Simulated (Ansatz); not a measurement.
**AlN (Fm-3m): an equation of state far from equilibrium**

How does AlN (Fm-3m) respond to strong compression and slight expansion?

Method: DFT PBEsol, scalar-relativistic, plane waves, PAW, in Ansatz 0.2.0.

## Step 1: The structure to begin with

Symmetry: Fm-3m, No. 225, cubic system. Conventional cell: a = 4.045 Å, b = 4.045 Å, c = 4.045 Å, α = 90.00°, β = 90.00°, γ = 90.00°. Al (site symmetry m-3m) has 6 N at 2.02 Å as nearest neighbours. N (site symmetry m-3m) is surrounded by 6 Al at 2.02 Å.

As a file:

```cif
data_structure
_symmetry_space_group_name_H-M 'P 1'
_symmetry_Int_Tables_number 1
_cell_length_a 2.8604
_cell_length_b 2.8604
_cell_length_c 2.8604
_cell_angle_alpha 60.000
_cell_angle_beta 60.000
_cell_angle_gamma 60.000
_cell_volume 16.55
loop_
_atom_site_label
_atom_site_type_symbol
_atom_site_fract_x
_atom_site_fract_y
_atom_site_fract_z
_atom_site_occupancy
Al1 Al 0.50000 0.50000 0.50000 1
N1 N 0.00000 0.00000 0.00000 1
```

This cell comes from an earlier session at PBEsol: 8.274 Å³/atom at 0.01 GPa, on a 10×10×10 mesh.

## Step 2: Volume × 0.96

Contents of input.yaml:

```yaml
crystal:
  lattice:
    - [0.0, 1.9952460665, 1.9952460665]
    - [1.9952460665, 0.0, 1.9952460665]
    - [1.9952460665, 1.9952460665, 0.0]
  atoms:
    - { symbol: Al, position: [0.5, 0.5, 0.5] }
    - { symbol: "N", position: [0.0, 0.0, 0.0] }
basis:
  ecutwfc: 420
  ecutrho_ratio: 4
kpoints:
  mp_grid: { grid: [10, 10, 10] }
hamiltonian:
  xc: pbesol
scf:
  occupations: { method: gaussian, width: 0.05 }
output:
  forces: true
  stress: true
  eigenvalues: true
```

Command:

```
$ ansatz run input.yaml --threads 1 --pin off --max-ram 2560MiB --backend cpu --events-out ev --progress --plain --runs-dir out
```

Log (excerpt; [...] marks lines left out):

```text
Warning: RAYON_NUM_THREADS=1 ignored (pool sized by the plan → 1); use --threads N
[...]
Pseudopotentials: kind: paw
Pseudopotential: Al, paw, valence charge 3, recommended cutoff 420 eV (normal), Al.paw.azcp
Pseudopotential: N, paw, valence charge 5, recommended cutoff 420 eV (normal), N.paw.azcp
Functional definition: PBEsol
[...]
Crystal: 2 atoms, lattice volume = 15.886 Å³
Basis set: ecut = 420 eV, 331 PW (Γ), exchange–correlation on 40×40×40 points (8 copies of the dense FFT grid, shifted against one another)
Bands: 8, of which v1, the nominal top of the filled ones, is band 4 counted from 1 (3 counted from 0)
Symmetry: 48 space group operations
Space group: Fm-3m (ITA 225), of the structure as read, at distance tolerance 2.5e-5 Å
k-points: 47 of 1000
[...]
SCF iter   1: F=—  HF=-905.736641 eV  |F-HF|=—  |Δ(HF+E_count)|=         —  Δρ=1.19e-2  dr2=2.10e-2  ethr=1.77e-3  ⟨swp⟩=4.6  Hψ=2581  notcnv=0
[...]
SCF iter   6: F=-905.729889 eV  HF=-905.729889 eV  |F-HF|=1.82e-12  |Δ(HF+E_count)|=  3.48e-10  Δρ=4.44e-7  dr2=8.52e-12  ethr=6.68e-12  ⟨swp⟩=1.4  Hψ=1416  notcnv=0
[...]
SCF converged after 6 iterations
Free energy (F): -905.729889 eV
[...]
E sigma→0 (E₀):  -905.729889 eV
Fermi energy:    14.188621 eV
[...]
--- Forces (eV/Å), atoms counted from 1 ---
  atom   1  Al     0.00000000    -0.00000000    -0.00000000
  atom   2  N     -0.00000000    -0.00000000    -0.00000000
[...]
--- Stress (GPa, compression-positive) ---
       11.649353      -0.000000       0.000000
        0.000000      11.649353       0.000000
       -0.000000       0.000000      11.649353
  P = ⅓ Tr σ = 11.6494 GPa (116.494 kbar)
--- Band table (eV; the first three rows and the last of 47) ---
  k-point 0: bands = ["-6.1832", "11.7168", "11.7168", "11.7168", "17.9418", "23.8229", "23.8229", "23.8229"]
[...]
```

Run time: 0.95 s. Hardware: 1 thread of Intel Xeon Platinum 8259CL at 2.50GHz (Skylake/Cascade Lake), shared host; peak memory 0.3 GiB.

Result: volume 7.943 Å³/atom, pressure 11.65 GPa, gap on the mesh 4.94 eV.

## Step 3: Volume × 1.04

input.yaml: that of step 2 with these lines changed.

```diff
@@ -2,5 +2,5 @@
   lattice:
-    - [0.0, 1.9952460665, 1.9952460665]
-    - [1.9952460665, 0.0, 1.9952460665]
-    - [1.9952460665, 1.9952460665, 0.0]
+    - [0.0, 2.0491975692, 2.0491975692]
+    - [2.0491975692, 0.0, 2.0491975692]
+    - [2.0491975692, 2.0491975692, 0.0]
   atoms:
```

Command:

```
$ ansatz run input.yaml --threads 1 --pin off --max-ram 2560MiB --backend cpu --events-out ev --progress --plain --runs-dir out
```

Log (excerpt; [...] marks lines left out):

```text
Warning: RAYON_NUM_THREADS=1 ignored (pool sized by the plan → 1); use --threads N
[...]
[... 4 set-up lines as earlier in the session ...]
[...]
Crystal: 2 atoms, lattice volume = 17.210 Å³
Basis set: ecut = 420 eV, 331 PW (Γ), exchange–correlation on 40×40×40 points (8 copies of the dense FFT grid, shifted against one another)
Bands: 8, of which v1, the nominal top of the filled ones, is band 4 counted from 1 (3 counted from 0)
[... 1 set-up line as earlier in the session ...]
Space group: Fm-3m (ITA 225), of the structure as read, at distance tolerance 2.6e-5 Å
k-points: 47 of 1000
[...]
SCF iter   1: F=—  HF=-905.738667 eV  |F-HF|=—  |Δ(HF+E_count)|=         —  Δρ=1.06e-2  dr2=1.86e-2  ethr=1.77e-3  ⟨swp⟩=4.4  Hψ=2578  notcnv=0
[...]
SCF iter   6: F=-905.732866 eV  HF=-905.732866 eV  |F-HF|=7.96e-13  |Δ(HF+E_count)|=  2.77e-10  Δρ=2.76e-7  dr2=5.11e-12  ethr=9.18e-12  ⟨swp⟩=1.4  Hψ=1172  notcnv=0
[...]
SCF converged after 6 iterations
Free energy (F): -905.732866 eV
[...]
E sigma→0 (E₀):  -905.732866 eV
Fermi energy:    12.663836 eV
[...]
--- Forces (eV/Å), atoms counted from 1 ---
  atom   1  Al     0.00000000    -0.00000000     0.00000000
  atom   2  N     -0.00000000    -0.00000000    -0.00000000
[...]
--- Stress (GPa, compression-positive) ---
       -9.527782       0.000000       0.000000
        0.000000      -9.527782       0.000000
       -0.000000      -0.000000      -9.527782
  P = ⅓ Tr σ = -9.5278 GPa (-95.278 kbar)
--- Band table (eV; the first three rows and the last of 47) ---
  k-point 0: bands = ["-6.5994", "10.5745", "10.5745", "10.5745", "15.6544", "22.4296", "22.4296", "22.4296"]
[...]
```

Wall time 0.91 s (1 thread of Intel Xeon Platinum 8259CL at 2.50GHz (Skylake/Cascade Lake), shared host); peak memory 0.3 GiB.

Result: volume 8.605 Å³/atom, pressure -9.53 GPa, gap on the mesh 4.18 eV.

## Step 4: Volume × 0.92

input.yaml: that of step 3 with these lines changed.

```diff
@@ -2,5 +2,5 @@
   lattice:
-    - [0.0, 2.0491975692, 2.0491975692]
-    - [2.0491975692, 0.0, 2.0491975692]
-    - [2.0491975692, 2.0491975692, 0.0]
+    - [0.0, 1.9671402654, 1.9671402654]
+    - [1.9671402654, 0.0, 1.9671402654]
+    - [1.9671402654, 1.9671402654, 0.0]
   atoms:
```

Command:

```
$ ansatz run input.yaml --threads 1 --pin off --max-ram 2560MiB --backend cpu --events-out ev --progress --plain --runs-dir out
```

Log (excerpt; [...] marks lines left out):

```text
Warning: RAYON_NUM_THREADS=1 ignored (pool sized by the plan → 1); use --threads N
[...]
[... 4 set-up lines as earlier in the session ...]
[...]
Crystal: 2 atoms, lattice volume = 15.224 Å³
Basis set: ecut = 420 eV, 307 PW (Γ), exchange–correlation on 40×40×40 points (8 copies of the dense FFT grid, shifted against one another)
Bands: 8, of which v1, the nominal top of the filled ones, is band 4 counted from 1 (3 counted from 0)
[... 2 set-up lines as earlier in the session ...]
k-points: 47 of 1000
[...]
SCF iter   1: F=—  HF=-905.661014 eV  |F-HF|=—  |Δ(HF+E_count)|=         —  Δρ=1.29e-2  dr2=2.35e-2  ethr=1.77e-3  ⟨swp⟩=4.7  Hψ=2599  notcnv=0
[...]
SCF iter   6: F=-905.653382 eV  HF=-905.653382 eV  |F-HF|=5.12e-12  |Δ(HF+E_count)|=  4.13e-10  Δρ=5.70e-7  dr2=1.42e-11  ethr=8.53e-12  ⟨swp⟩=1.5  Hψ=1460  notcnv=0
[...]
SCF converged after 6 iterations
Free energy (F): -905.653382 eV
[...]
E sigma→0 (E₀):  -905.653382 eV
Fermi energy:    14.848984 eV
[...]
--- Forces (eV/Å), atoms counted from 1 ---
  atom   1  Al     0.00000000    -0.00000000    -0.00000000
  atom   2  N     -0.00000000     0.00000000    -0.00000000
[...]
--- Stress (GPa, compression-positive) ---
       25.848932       0.000000       0.000000
        0.000000      25.848932       0.000000
        0.000000       0.000000      25.848932
  P = ⅓ Tr σ = 25.8489 GPa (258.489 kbar)
--- Band table (eV; the first three rows and the last of 47) ---
  k-point 0: bands = ["-5.9471", "12.3587", "12.3587", "12.3587", "19.2294", "24.5937", "24.5937", "24.5937"]
[...]
```

It took 0.88 s on 1 thread of Intel Xeon Platinum 8259CL at 2.50GHz (Skylake/Cascade Lake), shared host; peak memory 0.29 GiB.

Result: volume 7.612 Å³/atom, pressure 25.85 GPa, gap on the mesh 4.98 eV.

## Step 5: Volume × 0.88

input.yaml: that of step 4 with these lines changed.

```diff
@@ -2,5 +2,5 @@
   lattice:
-    - [0.0, 1.9671402654, 1.9671402654]
-    - [1.9671402654, 0.0, 1.9671402654]
-    - [1.9671402654, 1.9671402654, 0.0]
+    - [0.0, 1.9382075293, 1.9382075293]
+    - [1.9382075293, 0.0, 1.9382075293]
+    - [1.9382075293, 1.9382075293, 0.0]
   atoms:
```

Command:

```
$ ansatz run input.yaml --threads 1 --pin off --max-ram 2560MiB --backend cpu --events-out ev --progress --plain --runs-dir out
```

Log (excerpt; [...] marks lines left out):

```text
Warning: RAYON_NUM_THREADS=1 ignored (pool sized by the plan → 1); use --threads N
[...]
[... 4 set-up lines as earlier in the session ...]
[...]
Crystal: 2 atoms, lattice volume = 14.562 Å³
Basis set: ecut = 420 eV, 283 PW (Γ), exchange–correlation on 40×40×40 points (8 copies of the dense FFT grid, shifted against one another)
Bands: 8, of which v1, the nominal top of the filled ones, is band 4 counted from 1 (3 counted from 0)
[... 1 set-up line as earlier in the session ...]
Space group: Fm-3m (ITA 225), of the structure as read, at distance tolerance 2.4e-5 Å
k-points: 47 of 1000
[...]
SCF iter   1: F=—  HF=-905.521332 eV  |F-HF|=—  |Δ(HF+E_count)|=         —  Δρ=1.47e-2  dr2=2.85e-2  ethr=1.77e-3  ⟨swp⟩=4.7  Hψ=2618  notcnv=0
[...]
SCF iter   6: F=-905.511904 eV  HF=-905.511904 eV  |F-HF|=1.74e-11  |Δ(HF+E_count)|=  5.78e-10  Δρ=7.95e-7  dr2=3.22e-11  ethr=1.18e-11  ⟨swp⟩=1.5  Hψ=1458  notcnv=0
[...]
SCF converged after 6 iterations
Free energy (F): -905.511904 eV
[...]
E sigma→0 (E₀):  -905.511904 eV
Fermi energy:    15.495638 eV
[...]
--- Forces (eV/Å), atoms counted from 1 ---
  atom   1  Al     0.00000000    -0.00000000    -0.00000000
  atom   2  N     -0.00000000     0.00000000    -0.00000000
[...]
--- Stress (GPa, compression-positive) ---
       43.201679      -0.000000       0.000000
        0.000000      43.201679      -0.000000
       -0.000000      -0.000000      43.201679
  P = ⅓ Tr σ = 43.2017 GPa (432.017 kbar)
--- Band table (eV; the first three rows and the last of 47) ---
  k-point 0: bands = ["-5.6882", "13.0539", "13.0539", "13.0539", "20.6292", "25.4222", "25.4222", "25.4222"]
[...]
```

Wall time 1.1 s (1 thread of Intel Xeon Platinum 8259CL at 2.50GHz (Skylake/Cascade Lake), shared host); peak memory 0.29 GiB.

Result: volume 7.281 Å³/atom, pressure 43.20 GPa, mesh gap 4.88 eV.

## Step 6: Volume × 0.84

input.yaml: that of step 5 with these lines changed.

```diff
@@ -2,5 +2,5 @@
   lattice:
-    - [0.0, 1.9382075293, 1.9382075293]
-    - [1.9382075293, 0.0, 1.9382075293]
-    - [1.9382075293, 1.9382075293, 0.0]
+    - [0.0, 1.9083842089, 1.9083842089]
+    - [1.9083842089, 0.0, 1.9083842089]
+    - [1.9083842089, 1.9083842089, 0.0]
   atoms:
```

Command:

```
$ ansatz run input.yaml --threads 1 --pin off --max-ram 2560MiB --backend cpu --events-out ev --progress --plain --runs-dir out
```

Log (excerpt; [...] marks lines left out):

```text
Warning: RAYON_NUM_THREADS=1 ignored (pool sized by the plan → 1); use --threads N
[...]
[... 4 set-up lines as earlier in the session ...]
[...]
Crystal: 2 atoms, lattice volume = 13.900 Å³
Basis set: ecut = 420 eV, 283 PW (Γ), exchange–correlation on 40×40×40 points (8 copies of the dense FFT grid, shifted against one another)
Bands: 8, of which v1, the nominal top of the filled ones, is band 4 counted from 1 (3 counted from 0)
[... 2 set-up lines as earlier in the session ...]
k-points: 47 of 1000
[...]
SCF iter   1: F=—  HF=-905.303698 eV  |F-HF|=—  |Δ(HF+E_count)|=         —  Δρ=1.73e-2  dr2=3.75e-2  ethr=1.77e-3  ⟨swp⟩=4.9  Hψ=2648  notcnv=0
[...]
SCF iter   6: F=-905.291075 eV  HF=-905.291075 eV  |F-HF|=6.71e-11  |Δ(HF+E_count)|=  9.36e-10  Δρ=1.45e-6  dr2=1.08e-10  ethr=2.23e-11  ⟨swp⟩=2.1  Hψ=1702  notcnv=0
[...]
SCF converged after 6 iterations
Free energy (F): -905.291075 eV
[...]
E sigma→0 (E₀):  -905.291075 eV
Fermi energy:    16.196246 eV
[...]
--- Forces (eV/Å), atoms counted from 1 ---
  atom   1  Al     0.00000000    -0.00000000    -0.00000000
  atom   2  N     -0.00000000    -0.00000000     0.00000000
[...]
--- Stress (GPa, compression-positive) ---
       64.458455      -0.000000       0.000000
       -0.000000      64.458455      -0.000000
       -0.000000       0.000000      64.458455
  P = ⅓ Tr σ = 64.4585 GPa (644.585 kbar)
--- Band table (eV; the first three rows and the last of 47) ---
  k-point 0: bands = ["-5.4026", "13.8106", "13.8106", "13.8106", "22.1561", "26.3146", "26.3146", "26.3146"]
[...]
```

Wall time 0.87 s (1 thread of Intel Xeon Platinum 8259CL at 2.50GHz (Skylake/Cascade Lake), shared host); peak memory 0.3 GiB.

In short: volume 6.950 Å³/atom, pressure 64.46 GPa, gap on the mesh 4.77 eV.

## Step 7: Volume × 0.8

input.yaml: that of step 6 with these lines changed.

```diff
@@ -2,5 +2,5 @@
   lattice:
-    - [0.0, 1.9083842089, 1.9083842089]
-    - [1.9083842089, 0.0, 1.9083842089]
-    - [1.9083842089, 1.9083842089, 0.0]
+    - [0.0, 1.877598435, 1.877598435]
+    - [1.877598435, 0.0, 1.877598435]
+    - [1.877598435, 1.877598435, 0.0]
   atoms:
```

Command:

```
$ ansatz run input.yaml --threads 1 --pin off --max-ram 2560MiB --backend cpu --events-out ev --progress --plain --runs-dir out
```

Log (excerpt; [...] marks lines left out):

```text
Warning: RAYON_NUM_THREADS=1 ignored (pool sized by the plan → 1); use --threads N
[...]
[... 4 set-up lines as earlier in the session ...]
[...]
Crystal: 2 atoms, lattice volume = 13.238 Å³
Basis set: ecut = 420 eV, 259 PW (Γ), exchange–correlation on 36×36×36 points (8 copies of the dense FFT grid, shifted against one another)
Bands: 8, of which v1, the nominal top of the filled ones, is band 4 counted from 1 (3 counted from 0)
[... 2 set-up lines as earlier in the session ...]
k-points: 47 of 1000
[...]
SCF iter   1: F=—  HF=-904.990811 eV  |F-HF|=—  |Δ(HF+E_count)|=         —  Δρ=2.13e-2  dr2=5.28e-2  ethr=1.77e-3  ⟨swp⟩=5.1  Hψ=2702  notcnv=0
[...]
SCF iter   6: F=-904.972545 eV  HF=-904.972545 eV  |F-HF|=1.48e-10  |Δ(HF+E_count)|=  9.05e-10  Δρ=2.20e-6  dr2=2.67e-10  ethr=4.58e-11  ⟨swp⟩=2.4  Hψ=1768  notcnv=0
[...]
SCF converged after 6 iterations
Free energy (F): -904.972545 eV
[...]
E sigma→0 (E₀):  -904.972545 eV
Fermi energy:    16.959184 eV
[...]
--- Forces (eV/Å), atoms counted from 1 ---
  atom   1  Al     0.00000000    -0.00000000     0.00000000
  atom   2  N     -0.00000000     0.00000000    -0.00000000
[...]
--- Stress (GPa, compression-positive) ---
       90.591439      -0.000000      -0.000000
       -0.000000      90.591439      -0.000000
        0.000000      -0.000000      90.591439
  P = ⅓ Tr σ = 90.5914 GPa (905.914 kbar)
--- Band table (eV; the first three rows and the last of 47) ---
  k-point 0: bands = ["-5.0851", "14.6394", "14.6394", "14.6394", "23.8279", "27.2798", "27.2798", "27.2798"]
[...]
```

It took 0.88 s on 1 thread of Intel Xeon Platinum 8259CL at 2.50GHz (Skylake/Cascade Lake), shared host; peak memory 0.29 GiB.

This gives: volume 6.619 Å³/atom, pressure 90.59 GPa, mesh gap 4.64 eV.

## Step 8: The curve

```
volume (Å³/atom)  energy above the lowest (meV/atom)  pressure (GPa)  gap on the mesh (eV)  space group
           6.619                               390.3            90.6                  4.64        Fm-3m
           6.950                               231.1            64.5                  4.77        Fm-3m
           7.281                               120.6            43.2                  4.88        Fm-3m
           7.612                                49.9            25.8                  4.98        Fm-3m
           7.943                                11.7            11.6                  4.94        Fm-3m
           8.274                                 0.0             0.0                  4.55        Fm-3m
           8.605                                10.2            -9.5                  4.18        Fm-3m
```

## Step 9: Summary of results

| quantity | value |
| --- | --- |
| range of pressure | -9.5 to 90.6 GPa |
| V0 (fit) | 8.27 Å³/atom |
| B0 (fit) | 264 GPa |
| B0′ (fit) | 3.88 |

A third-order Birch-Murnaghan fit follows the points with an rms miss of 0.01 meV/atom. Symmetry fixes shape and sites, so only the volume changes. Other structures may be lower in enthalpy at these pressures.
